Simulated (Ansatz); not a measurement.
# Co: energy and pressure over a range of volumes

Aim: scale the cell of Co up and down at fixed shape and fractional positions, and get the equilibrium volume and bulk modulus with LAPW, PAW and all-electron datasets made for the crystal.

Computed with Ansatz 0.2.0 (DFT LDA, scalar-relativistic, unless a step's input says otherwise).

**1. Starting point**

It takes space group P6_3/mmc (No. 194, hexagonal). Conventional cell: a = 2.472 Å, b = 2.472 Å, c = 4.021 Å, α = 90.00°, β = 90.00°, γ = 120.00°. Co (site symmetry -6m2) has 12 Co at 2.47 Å as nearest neighbours.

Coordinates:

```
Co
1.0
     2.47200    0.00000    0.00000
    -1.23600    2.14081    0.00000
     0.00000    0.00000    4.02114
Co
2
Direct
  0.33333 0.66667 0.25000
  0.66667 0.33333 0.75000
```

The cell is one relaxed in the Materials Project, used as it stands.

Atoms are numbered in the order of the input: Co1, Co2.

**2. Volume × 0.95, LAPW**

input.yaml

```yaml
crystal:
  lattice:
    - [2.430093504, 0.0, 0.0]
    - [-1.215046752, 2.1045227081, 0.0]
    - [0.0, 0.0, 3.9529759265]
  atoms:
    - { symbol: Co, position: [0.3333333333, 0.6666666667, 0.25], spin: 2.0 }
    - { symbol: Co, position: [0.6666666667, 0.3333333333, 0.75], spin: 2.0 }
magnetization:
  spin_polarized: true
kpoints:
  mp_grid: { grid: [17, 17, 9] }
scf:
  occupations: { method: fermi_dirac, width: 0.03 }
hamiltonian:
  xc: lda
  pseudopotentials: { kind: all_electron, lapw: { basis_error: 0.001 } }
output:
  forces: true
  stress: true
  eigenvalues: true
```

The run is started by

```console
> ansatz run input.yaml --threads 1 --pin off --max-ram 3072MiB --backend cpu --events-out ev --progress --plain --runs-dir out
```

**3. Volume × 0.95, PAW**

input.yaml, as its differences from that of step 2:

```diff
@@ -16,3 +16,3 @@
   xc: lda
-  pseudopotentials: { kind: all_electron, lapw: { basis_error: 0.001 } }
+  pseudopotentials: { kind: paw }
 output:
@@ -21 +21,6 @@
   eigenvalues: true
+  efg: { contact_densities: true }
+  write_density: true
+  write_potential: true
+  elf: true
+  volumetric_format: npy
```

**4. Volume × 0.95, crystal datasets**

input.yaml, as its differences from that of step 3:

```diff
@@ -16,3 +16,3 @@
   xc: lda
-  pseudopotentials: { kind: paw }
+  pseudopotentials: { kind: all_electron, datasets: crystal }
 output:
@@ -22,5 +22 @@
   efg: { contact_densities: true }
-  write_density: true
-  write_potential: true
-  elf: true
-  volumetric_format: npy
```

**5. Volume × 0.975, LAPW**

input.yaml

```yaml
crystal:
  lattice:
    - [2.4512258126, 0.0, 0.0]
    - [-1.2256129063, 2.1228238241, 0.0]
    - [0.0, 0.0, 3.9873513556]
  atoms:
    - { symbol: Co, position: [0.3333333333, 0.6666666667, 0.25], spin: 2.0 }
    - { symbol: Co, position: [0.6666666667, 0.3333333333, 0.75], spin: 2.0 }
magnetization:
  spin_polarized: true
kpoints:
  mp_grid: { grid: [17, 17, 9] }
scf:
  occupations: { method: fermi_dirac, width: 0.03 }
hamiltonian:
  xc: lda
  pseudopotentials: { kind: all_electron, lapw: { basis_error: 0.001 } }
output:
  forces: true
  stress: true
  eigenvalues: true
```

**6. Volume × 0.975, PAW**

input.yaml, as its differences from that of step 5:

```diff
@@ -16,3 +16,3 @@
   xc: lda
-  pseudopotentials: { kind: all_electron, lapw: { basis_error: 0.001 } }
+  pseudopotentials: { kind: paw }
 output:
@@ -21 +21,2 @@
   eigenvalues: true
+  efg: { contact_densities: true }
```

**7. Volume × 1.025, LAPW**

input.yaml

```yaml
crystal:
  lattice:
    - [2.492430581, 0.0, 0.0]
    - [-1.2462152905, 2.1585082003, 0.0]
    - [0.0, 0.0, 4.0543781828]
  atoms:
    - { symbol: Co, position: [0.3333333333, 0.6666666667, 0.25], spin: 2.0 }
    - { symbol: Co, position: [0.6666666667, 0.3333333333, 0.75], spin: 2.0 }
magnetization:
  spin_polarized: true
kpoints:
  mp_grid: { grid: [17, 17, 9] }
scf:
  occupations: { method: fermi_dirac, width: 0.03 }
hamiltonian:
  xc: lda
  pseudopotentials: { kind: all_electron, lapw: { basis_error: 0.001 } }
output:
  forces: true
  stress: true
  eigenvalues: true
```

**8. Volume × 1.025, PAW**

input.yaml, as its differences from that of step 7:

```diff
@@ -16,3 +16,3 @@
   xc: lda
-  pseudopotentials: { kind: all_electron, lapw: { basis_error: 0.001 } }
+  pseudopotentials: { kind: paw }
 output:
@@ -21 +21,2 @@
   eigenvalues: true
+  efg: { contact_densities: true }
```

**9. Volume × 1.05, LAPW**

input.yaml

```yaml
crystal:
  lattice:
    - [2.5125316956, 0.0, 0.0]
    - [-1.2562658478, 2.1759162762, 0.0]
    - [0.0, 0.0, 4.0870761931]
  atoms:
    - { symbol: Co, position: [0.3333333333, 0.6666666667, 0.25], spin: 2.0 }
    - { symbol: Co, position: [0.6666666667, 0.3333333333, 0.75], spin: 2.0 }
magnetization:
  spin_polarized: true
kpoints:
  mp_grid: { grid: [17, 17, 9] }
scf:
  occupations: { method: fermi_dirac, width: 0.03 }
hamiltonian:
  xc: lda
  pseudopotentials: { kind: all_electron, lapw: { basis_error: 0.001 } }
output:
  forces: true
  stress: true
  eigenvalues: true
```

**10. Volume × 1.05, PAW**

input.yaml, as its differences from that of step 9:

```diff
@@ -16,3 +16,3 @@
   xc: lda
-  pseudopotentials: { kind: all_electron, lapw: { basis_error: 0.001 } }
+  pseudopotentials: { kind: paw }
 output:
@@ -21 +21,2 @@
   eigenvalues: true
+  efg: { contact_densities: true }
```

**11. Volume × 1.05, crystal datasets**

input.yaml, as its differences from that of step 10:

```diff
@@ -16,3 +16,3 @@
   xc: lda
-  pseudopotentials: { kind: paw }
+  pseudopotentials: { kind: all_electron, datasets: crystal }
 output:
```

(Steps that only read results are left out.)

Before running it: what results should come out?

**Answer**, as computed:

```
                        quantity       value
pressure at 10.11 Å³/atom (LAPW)   -2.78 GPa
pressure at 11.17 Å³/atom (LAPW)  -22.92 GPa
```

Over this range the mean stiffness −dP/dlnV is 201 GPa by LAPW; the pressure keeps one sign, so equilibrium lies outside the range. The moment on Co1 goes from 1.56 to 1.65 μB as the cell expands. No thermal or zero-point expansion is included. Other magnetic orders may lie lower; this is the state that the run reached.
